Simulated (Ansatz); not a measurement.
A run of Ansatz 0.2.0:

File input.yaml:

```yaml
crystal:
  lattice:
    - [2.4873648738, 0.0, 0.0]
    - [-1.2436824369, 2.1541211692, 0.0]
    - [0.0, 0.0, 4.0632895034]
  atoms:
    - { symbol: Co, position: [0.331367, 0.649747, 0.737133], spin: 2.0 }
    - { symbol: Co, position: [0.670297, 0.320517, 0.263699], spin: 2.0 }
kpoints:
  mp_grid: { grid: [12, 12, 7] }
scf:
  occupations: { method: fermi_dirac, width: 0.05 }
hamiltonian:
  xc: pbesol
  pseudopotentials: { kind: all_electron, lapw: { basis_error: 0.001 } }
magnetization:
  spin_polarized: true
output:
  forces: true
  stress: true
  eigenvalues: true
  populations: true
```

Potentials or basis: all-electron LAPW, scalar-relativistic.

Run with:

```sh
$ ansatz run input.yaml --threads 2 --pin off --max-ram 6144MiB --backend cpu --events-out ev --progress --plain --runs-dir out
```

Hardware: 2 threads of Intel(R) Xeon(R) 6975P-C (Granite Rapids), on a shared host.

Question: Estimate the wall time of this run.

Answer: Wall time 89 s on 2 threads of Intel(R) Xeon(R) 6975P-C (Granite Rapids) (shared host), peak memory 1.6 GiB. Counts: scf iterations 9, plane waves 313, k points 506, bands 23.
